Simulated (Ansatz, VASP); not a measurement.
This is a calculation of CdS (Hawleyite) for VASP 6.6.1. 

The input INCAR:

```
PREC = Accurate
ENCUT = 520
EDIFF = 1E-7
ISMEAR = -1
SIGMA = 0.1
LREAL = False
LASPH = True
NELM = 80
ALGO = Normal
ISIF = 2
LWAVE = False
LCHARG = False
MAGMOM = 0 0 0 0 0 0
LORBIT = 11
LSORBIT = True
GGA_COMPAT = False
METAGGA = R2SCAN
LMIXTAU = True
IVDW = 12
VDW_S6 = 1.0
VDW_S8 = 0.78981345
VDW_A1 = 0.49484001
VDW_A2 = 5.73083694
```

Contents of KPOINTS:

```
regular mesh
0
Gamma
  6 6 6
```

Contents of POSCAR:

```
CdS
4.1246
    0.000000000000      0.707098870193      0.707098870193
    0.707098870193      0.000000000000      0.707098870193
    0.707098870193      0.707098870193      0.000000000000
Cd S
1 1
Direct
    0.0000000000      0.0000000000      0.0000000000
    0.7500000000      0.7500000000      0.7500000000
```

Potentials or basis: VASP PAW PBE potentials, release 64 (Cd, S).

Command:

```sh
$ cat potpaw_PBE.64/Cd/POTCAR potpaw_PBE.64/S/POTCAR > POTCAR
$ mpirun -np 1 vasp_ncl > vasp.out
```

**Question.** Translate it to Ansatz 0.2.0. Potentials or basis there: Ansatz PAW, cutoff 500 eV.

**Answer.** As run (cutoffs and basis follow the program's own potentials, and thresholds, step limits or extra output files can differ):

Contents of input.yaml:

```yaml
crystal:
  lattice:
    - [0.0, 2.9165, 2.9165]
    - [2.9165, 0.0, 2.9165]
    - [2.9165, 2.9165, 0.0]
  atoms:
    - { symbol: Cd, position: [0.0, 0.0, 0.0] }
    - { symbol: S, position: [0.75, 0.75, 0.75] }
hamiltonian:
  xc: r2scan
  pseudopotentials: { kind: paw_fr }
  dispersion: d3bj
magnetization:
  noncollinear: true
  spin_orbit: true
kpoints:
  mp_grid: { grid: [6, 6, 6] }
scf:
  occupations: { method: fermi_dirac, width: 0.1 }
output:
  forces: true
  stress: true
  eigenvalues: true
```

Potentials or basis: Ansatz PAW.

Run with:

```sh
$ ansatz run input.yaml --threads 2 --pin off --max-ram 5632MiB --backend cpu --events-out ev --progress --plain --runs-dir out
```

Both were run:

|  | VASP | Ansatz |
| --- | --- | --- |
| Pressure | 0.8 GPa | 0.4 GPa |

Ansatz's pressure holds a Pulay term of +0.05 GPa for its cutoff of 500 eV, which the other run lacks.

The potentials hold 18 and 26 valence electrons a cell.

VASP's potentials were made for PBE. Ansatz's potentials were made for PBE.

Where Ansatz's input types no cutoff or centring, it takes its own default and a Γ-centred mesh.

Pressure is positive in compression.
